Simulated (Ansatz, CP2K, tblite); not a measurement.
# Generalised stacking fault on (110) of a LiCl-LiBr solid solution (56 atoms) in other programs, against a plane-wave reference

Aim: run generalised stacking fault on (110) of a LiCl-LiBr solid solution (56 atoms) in several programs and set results and cost side by side. A plane-wave run serves as the reference.

Program: Ansatz 0.2.0. Level of theory: Kohn-Sham DFT, PBE, PAW, plane waves. Results are calculated unless marked as measured.

## Step 1: The starting structure

The cell holds 56 atoms: 28 Li, 10 Br and 18 Cl. Cell: a = 7.448 Å, b = 5.266 Å, c = 26.384 Å, α = 90.0°, β = 84.6°, γ = 90.0°. Rock-salt LiCl lattice (a = 5.2663 Å, the value set for the mixture), cell with z along [110], 2 x 1 x 7 periods; the third cell vector is tilted by 0.667 of 1/2[1-10] and lengthened by 0.2 Å, so the cell holds one fault; displaced by a Gaussian of 0.01 Å; 10 of 28 Cl sites given to Br at random (lattice constant by Vegard's rule between LiCl and LiBr). Then every atom was moved at random, 0.03 Å r.m.s. a Cartesian component. The structure's axis is c.

## Step 2: Reference: Ansatz, plane waves

The PAW files are the set soft_2.

input.yaml reads:

```yaml
crystal:
  lattice:
    - [7.44767, 0.0, 0.0]
    - [0.0, 5.2663, 0.0]
    - [2.48253, 0.0, 26.26686]
  atoms:
    - { symbol: Li, position: [0.67769, 0.0043, 0.99081] }
    - { symbol: Br, position: [0.72178, 0.00685, 0.07241] }
    - { symbol: Li, position: [0.94899, 0.00178, 0.14109] }
    - { symbol: Cl, position: [0.67571, 0.99338, 0.21215] }
    [... 46 atom lines left out ...]
    - { symbol: Li, position: [0.53776, 0.50509, 0.6381] }
    - { symbol: Br, position: [0.25468, 0.50044, 0.70865] }
    - { symbol: Li, position: [0.49414, 0.5048, 0.78112] }
    - { symbol: Br, position: [0.21971, 0.51154, 0.84747] }
    - { symbol: Li, position: [0.44341, 0.49774, 0.92173] }
    - { symbol: Br, position: [0.17478, 0.50328, 0.99242] }
kpoints:
  mp_grid: { grid: [1, 1, 1] }
hamiltonian:
  xc: pbe
scf:
  occupations: { method: fermi_dirac, width: 0.05 }
output:
  forces: true
  eigenvalues: true
  populations: true
  stress: true
```

Run with:

```sh
$ ansatz run input.yaml --threads 4 --pin off --max-ram 8192MiB --backend cpu --events-out ev --progress --plain --runs-dir out
```

What it wrote:

```text
[...]
Pseudopotentials: kind: paw
Pseudopotential: Li, paw, valence charge 3, recommended cutoff 420 eV (normal), Li.paw.azcp
Pseudopotential: Br, paw, valence charge 7, recommended cutoff 420 eV (normal), Br.paw.azcp
Pseudopotential: Cl, paw, valence charge 7, recommended cutoff 420 eV (normal), Cl.paw.azcp
[... 5 lines on functional and potentials left out ...]
Crystal: 56 atoms, lattice volume = 1030.230 Å³
Basis set: ecut = 420 eV, 20177 PW (Γ), exchange–correlation on 100×72×360 points (8 copies of the dense FFT grid, shifted against one another)
Bands: 196, of which v1, the nominal top of the filled ones, is band 140 counted from 1 (139 counted from 0)
Symmetry: 1 space group operations
Space group: P1 (ITA 1), of the structure as read, at distance tolerance 1.0e-4 Å
k-points: 1
[... 7 lines on functional and potentials left out ...]
Initial density: superposition of atomic densities (neutral atoms: chi_scale 0, normalization atom), corrected by the library's trained network
Initial wavefunctions: pseudopotential atomic-orbital guess
[...]
SCF iter   1: F=—  HF=-53089.839789 eV  |F-HF|=—  |Δ(HF+E_count)|=         —  Δρ=2.97e-3  dr2=6.61e-2  ethr=1.77e-3  ⟨swp⟩=10.0  Hψ=1003  notcnv=0  defer=34
preconditioner: auto → Resta (q_TF=auto, 2.196 Å⁻¹)  ε∞=3.0  [insulator: Δε(μ)=5.306 eV  Ē_g=12.387 eV  σ=0.050 eV  W_gap=1.00  n_scr=186 (ndim 8)  ℏωp=17.3 eV  f_vac=0.000  D(μ)=0.00/eV (n_scr^D=0)  ε∞_Penn≈3.0]
[...]
SCF iter   6: F=—  HF=-53089.860217 eV  |F-HF|=—  |Δ(HF+E_count)|=   2.46e-6  Δρ=3.10e-6  dr2=1.48e-7  ethr=3.57e-11  ⟨swp⟩=19.0  Hψ=1419  notcnv=0
SCF iter   7: F=-53089.860217 eV  HF=-53089.860217 eV  |F-HF|=8.55e-9  |Δ(HF+E_count)|=   1.85e-7  Δρ=9.34e-7  dr2=1.42e-8  ethr=3.57e-11  ⟨swp⟩=5.0  Hψ=660  notcnv=0
SCF 1 converged in 7 iterations: F = -53089.860217 eV  dr2 = 1.42e-8
[...]
SCF converged after 7 iterations
Free energy (F): -53089.860217 eV
Harris-Foulkes:  -53089.860217 eV  (|F-HF|=8.55e-9)
Internal energy: -53089.860217 eV  (E = F + TS)
E sigma→0 (E₀):  -53089.860217 eV
Fermi energy:    4.776939 eV
--- Per-component energies (eV) ---
[...]
Σ components = -53089.860217   (vs F -53089.860217, Δ=0.00e0)
--- Forces (eV/Å), atoms counted from 1 ---
  atom   1  Li    -0.31422205    -0.01858841    -1.33767567
  atom   2  Br     0.52002798    -0.13941322     1.12403867
  atom   3  Li     0.09136806    -0.00554587     0.20426264
  atom   4  Cl     0.08634560     0.11183170     0.01475825
[...]
atom  56  Br    -0.57844478    -0.02000051    -1.68612572
  max |Σ_I F_I| component: 2.21e-5 eV/Å
--- Stress (GPa, compression-positive) ---
        3.364587       0.007429       0.514753
        0.007429      -2.797899      -0.004623
        0.514752      -0.004623       0.927646
  P = ⅓ Tr σ = 0.4981 GPa (4.981 kbar)
--- Band table (eV) ---
  k-point 0: bands = ["-42.3141", "-42.2497", "-42.2145", "-42.2097", [... 180 levels ...], "10.9920", "11.1252", "11.1325", "11.1643", "11.2024", "11.3045", "11.3251", "11.3812", "11.4174", "11.4360", "11.5002", "11.5321"]
--- Löwdin populations: 56 sites ---
  site symbol       q [e]
     0     Li      2.3010
     1     Br      7.5728
     2     Li      2.3072
[...]
55     Br      7.5724
  spilling = 0.006607 (of n_electrons = 280.000000)
```

It took 5.5 s on 4 threads of Arm Neoverse V2, shared host; peak memory 0.95 GiB; 20 s of CPU time.

The column dr2 measures how far the density is from self-consistency, as an energy; F and HF (Harris–Foulkes) agree once it is small.

Numbers from this run:

| Quantity | Value |
| --- | --- |
| free energy | -53089.8602 eV |
| free energy per atom | -948.0332 eV/atom |
| SCF cycles | 7 |
| pressure | 0.4981 GPa |
| r.m.s. force component | 0.3543 eV/Å |
| longest force | 2.077 eV/Å |
| Fermi energy | 4.777 eV |
| gap (highest filled to lowest empty level) | 5.402 eV |
| spilling of the projection | 0.006607 |

Neighbours are counted within 3.06 Å (Li-Cl), 3.12 Å (Li-Br).

Length of the force by element and coordination:

```csv
element,coordination,atoms,mean length of the force (eV/Å),spread,least,most
Br,all,10,0.642,0.645,0.0995,1.78
Br,5,3,1.60,0.250,1.25,1.78
Br,6,7,0.231,0.0788,0.0995,0.340
Cl,all,18,0.185,0.223,0.059,1.08
Cl,5,1,1.08,0,1.08,1.08
Cl,6,17,0.132,0.053,0.059,0.218
Li,all,28,0.404,0.49,0.0242,2.08
Li,5,4,1.50,0.465,0.818,2.08
Li,6,24,0.222,0.106,0.0242,0.367
```

Löwdin charges by element and coordination (they lack the spilled electrons, 0.033 e an atom on average):

```csv
element,coordination,atoms,mean charge (e),spread,least,most
Br,all,10,-0.567,0.0058,-0.577,-0.556
Br,5,3,-0.574,0.0019,-0.577,-0.572
Br,6,7,-0.564,0.0039,-0.569,-0.556
Cl,all,18,-0.653,0.0033,-0.665,-0.650
Cl,5,1,-0.665,0,-0.665,-0.665
Cl,6,17,-0.652,0.0017,-0.656,-0.650
Li,all,28,0.688,0.0187,0.648,0.716
Li,5,4,0.678,0.0148,0.657,0.699
Li,6,24,0.690,0.0188,0.648,0.716
```

The levels nearest the highest filled one (over half full), pooled over k-points and spins:

```csv
level less the highest filled one (eV),occupation
-0.314,2
-0.303,2
-0.289,2
-0.192,2
-0.0753,2
0,2
5.40,0
5.86,0
5.91,0
6.52,0
6.67,0
6.71,0
```

## Step 3: Structure statistics

Density 2.63 g/cm³, 18.40 Å³ an atom.

Pair distribution functions g(r), in bins of 0.2 Å:

```csv
r (Å),total,Li-Li,Li-Cl,Li-Br,Cl-Cl,Cl-Br,Br-Br
2.10,0.17,0.00,0.17,0.65,0.00,0.00,0.00
2.30,0.05,0.00,0.00,0.30,0.00,0.00,0.00
2.50,1.23,0.00,2.09,3.11,0.00,0.00,0.00
2.70,4.80,0.00,10.32,8.34,0.00,0.00,0.00
2.90,0.00,0.00,0.00,0.00,0.00,0.00,0.00
3.10,0.00,0.00,0.00,0.00,0.00,0.00,0.00
3.30,0.09,0.19,0.00,0.00,0.00,0.20,0.72
3.50,0.09,0.18,0.00,0.00,0.00,0.19,0.70
3.70,5.66,11.28,0.06,0.31,12.25,10.56,8.95
3.90,0.30,0.50,0.00,0.00,0.52,0.62,1.68
4.10,0.12,0.25,0.00,0.00,0.00,0.53,0.00
4.30,0.00,0.00,0.00,0.00,0.00,0.00,0.00
4.50,2.19,0.15,4.25,4.18,0.12,0.22,0.00
4.70,0.64,0.24,1.10,0.95,0.00,0.21,1.15
4.90,0.20,0.00,0.27,0.61,0.00,0.00,0.00
5.10,0.05,0.08,0.00,0.00,0.09,0.17,0.00
5.30,1.53,2.78,0.23,0.42,3.19,2.13,3.53
5.50,0.07,0.14,0.00,0.00,0.00,0.15,0.56
5.70,0.18,0.00,0.29,0.49,0.00,0.00,0.00
5.90,4.42,0.00,9.12,8.28,0.00,0.00,0.00
6.10,0.02,0.00,0.07,0.00,0.00,0.00,0.00
6.30,0.64,1.03,0.00,0.00,1.50,1.57,1.61
6.50,3.37,6.82,0.13,0.31,6.60,6.32,5.30
6.70,0.12,0.21,0.04,0.07,0.00,0.41,0.00
6.90,0.13,0.09,0.14,0.25,0.10,0.05,0.17
7.10,0.23,0.34,0.08,0.26,0.20,0.41,0.33
7.30,0.23,0.33,0.08,0.14,0.23,0.55,0.46
7.50,1.23,2.50,0.00,0.00,2.69,2.17,2.51
```

Bonds by pair of elements; cutoffs follow the first minimum of g(r), held within bounds set by covalent radii, and pairs that aren't listed don't count as bonded:

```csv
pair A-B,cutoff (Å),bonds,mean length (Å),spread (Å),shortest (Å),B about A,A about B
Li-Cl,3.06,107,2.63,0.06,2.15,3.82,5.94
Li-Br,3.12,57,2.60,0.115,2.12,2.04,5.7
```

How many atoms have how many bonded neighbours:

```csv
element,mean,5,6
Br,5.7,3,7
Cl,5.94,1,17
Li,5.86,4,24
```

## Step 4: The ladder

The programs:
- CP2K 2026.2: Gaussian basis with GTH pseudopotentials and a plane-wave density; labels give functional, basis (MOLOPT sets; SR short-range, UZH the newer set with its own potentials), grid cutoff/relative cutoff and solver (OT: orbital transformation; TRS4, TC2, SIGN: linear-scaling purification with its sparsity filter), or its built-in tight binding.

All use the same cell and atoms; the electronic-structure runs use the same k-mesh, and an electronic temperature of 580 K (0.05 eV) where levels are smeared.

Differences are against the plane-wave reference, forces as r.m.s. over components; share is that over the reference's r.m.s. force, slope the least-squares factor from reference forces to these. Total energies of different programs have different zeros and aren't compared.

```csv
run,"Δ force, r.m.s. (meV/Å)",share (%),slope,Δ pressure (GPa),Δ gap (eV),cores,CPU time,memory (GiB)
reference,-,-,-,-,-,4,20 s,0.95
"CP2K GFN1-xTB, diagonalisation",155,43.7,1.339,-2.44,-,1,5.7 s,0.24
"CP2K PBE, DZVP-UZH, 280/50 Ry, diagonalisation (coarse)",65.7,18.5,1.053,0.434,-0.0953,2,4.3 min,0.97
"CP2K PBE, DZVP-UZH, 560/50 Ry, diagonalisation (coarse)",22.2,6.28,1.053,0.215,-0.0934,2,6.5 min,2.2
"CP2K PBE, DZVP-UZH, 800/50 Ry, diagonalisation",22.2,6.27,1.053,0.215,-0.0934,4,5.7 min,4.5
"CP2K PBE, SZV-MOLOPT-SR, 800/50 Ry, diagonalisation (coarse)",81.2,22.9,1.198,3.26,-0.500,1,3.6 min,3.5
```

Rows marked coarse were listed beforehand as settings not expected to be converged; some can still land near the reference.

CPU time is summed over cores on a shared host, where runs went side by side, so it is rough. Symmetry, cutoffs, thresholds, outputs and thread counts weren't matched or tuned between programs; memory under MPI is the largest rank's times the ranks.

Mean charges by element (e), by run and scheme:

```csv
run,scheme,Li,Br,Cl
reference,Löwdin,+0.69,-0.57,-0.65
"CP2K GFN1-xTB, diagonalisation",Mulliken,+0.43,-0.28,-0.51
"CP2K PBE, DZVP-UZH, 560/50 Ry, diagonalisation",Mulliken,+0.45,-0.37,-0.49
"CP2K PBE, DZVP-UZH, 560/50 Ry, diagonalisation",Hirshfeld,+0.12,-0.08,-0.14
"CP2K PBE, DZVP-UZH, 800/50 Ry, diagonalisation",Mulliken,+0.45,-0.37,-0.49
"CP2K PBE, DZVP-UZH, 800/50 Ry, diagonalisation",Hirshfeld,+0.12,-0.08,-0.14
```

The reference's Löwdin charges lack the electrons that the projection spills, 0.033 e an atom on average.

Within one program, basis, potentials and functional, energies share a zero. Each run against its twin at the usual cutoff or grid and solver:

```csv
run,twin,Δ energy (meV/atom),"Δ force, r.m.s. (meV/Å)",CPU time over the twin's
"CP2K PBE, DZVP-UZH, 280/50 Ry, diagonalisation","DZVP-UZH, 800/50 Ry, diagonalisation",-4.36,62.0,0.76 (this twin ran on 4 cores)
"CP2K PBE, DZVP-UZH, 560/50 Ry, diagonalisation","DZVP-UZH, 800/50 Ry, diagonalisation",-0.002,0.281,1.2 (this twin ran on 4 cores)
```

A second geometry, displaced anew (every atom was moved at random, 0.04 Å r.m.s. a Cartesian component), gives an energy difference that all programs can be tested on. The reference puts it at -0.073 meV/atom.

```csv
run,energy less the first geometry's (meV/atom),error (meV/atom),force share at the second geometry (%)
"CP2K PBE, DZVP-UZH, 800/50 Ry, diagonalisation",-0.0669,0.0061,6.81
"CP2K GFN1-xTB, diagonalisation",0.1599,0.233,42.1
"CP2K PBE, SZV-MOLOPT-SR, 800/50 Ry, diagonalisation",0.0316,0.105,23.3
"CP2K PBE, DZVP-UZH, 560/50 Ry, diagonalisation",-0.0661,0.0069,6.80
"CP2K PBE, DZVP-UZH, 280/50 Ry, diagonalisation",-0.108,-0.035,20.1
```

## Step 5: Results

```json
{"reference r.m.s. force component": "0.354 eV/Å", "nearest in forces": "a tie at 6.3 % of 2 runs: CP2K PBE, DZVP-UZH, 560/50 Ry, diagonalisation (coarse); CP2K PBE, DZVP-UZH, 800/50 Ry, diagonalisation", "farthest in forces": "CP2K GFN1-xTB, diagonalisation, 44 %", "cheapest electronic-structure run beside the reference": "CP2K GFN1-xTB, diagonalisation, 5.7 s of CPU time"}
```

The PBE run in local orbitals, coarse settings apart, differs by 6.3 % (CP2K PBE, DZVP-UZH, 800/50 Ry, diagonalisation); basis, grid and potentials can all enter. Tight binding differs by 44 % (CP2K GFN1-xTB, diagonalisation); it is another model, with fitted parameters of its own, and the xTB methods hold dispersion. CP2K GFN1-xTB, diagonalisation needed 73 SCF steps, so its time overstates the method's usual cost. Runs with settings chosen to be coarse differ by 6.3 % (CP2K PBE, DZVP-UZH, 560/50 Ry, diagonalisation) to 23 % (CP2K PBE, SZV-MOLOPT-SR, 800/50 Ry, diagonalisation), their programs' other errors included. One electronic-structure run takes under half the reference's CPU time: CP2K GFN1-xTB, diagonalisation, at 44 % in 5.7 s against 20 s; its pressure misses by -2.4 GPa. CP2K PBE, SZV-MOLOPT-SR, 800/50 Ry, diagonalisation stiffens the forces by a factor of 1.20 while following their directions (correlation 0.995); the slopes of the 5 CP2K runs lie between 1.05 and 1.34. At the same functional, gaps differ from the reference's 5.40 eV by between -0.50 and -0.09 eV. These are spacings on the run's k-points, which needn't hold the band edges. In pressure, CP2K PBE, SZV-MOLOPT-SR, 800/50 Ry, diagonalisation misses by +3.3 GPa, at the same functional. Charges hang on model, scheme and program or settings: among these rows the mean for Li runs from +0.12 to +0.69 e. The energy difference between the two geometries, -0.073 meV/atom in the reference, is met best by CP2K PBE, DZVP-UZH, 800/50 Ry, diagonalisation (+0.0061) and CP2K PBE, DZVP-UZH, 560/50 Ry, diagonalisation (coarse) (+0.0069) and worst by CP2K GFN1-xTB, diagonalisation (+0.233). In the reference: filled and empty levels are parted by 5.40 eV at Γ alone; the mesh holds the band edges only if they fold onto it, so the gap at this level can be narrower or closed, while semilocal functionals tend to narrow gaps against experiment. In the reference: mean Löwdin charges: Br -0.57, Cl -0.65, Li +0.69 e (they miss 0.66 % of the electrons, so they add up to more than the cell's charge). Periodic xTB results under one method name differ between programs and library versions. The cell is under 6 Å thick along one periodic direction, so every atom has periodic images of itself close by, which move with it and show among its neighbours and in g(r). The reference's stress is far from hydrostatic: its diagonal is 3.4, -2.8, 0.9 GPa, compression counted positive. The host structure and its lattice constant were typed by rule, without a check against the phase diagram. The electronic-structure runs sample only Γ, in a cell whose shortest periodic width is 5 Å.

[Also dropped from logs without a mark: logging warnings of Python, and SIESTA's first energy breakdown and zero terms.]

[Logs are printed without paths, hosts, clocks, repeated set-up lines and the standing remarks that a program may print on its own settings, such as how far it seeks lower states.]

[Hosts, paths, dates, database ids (printed as entryN), source tags and the programs' standing remarks are cut or masked in the printed files.]
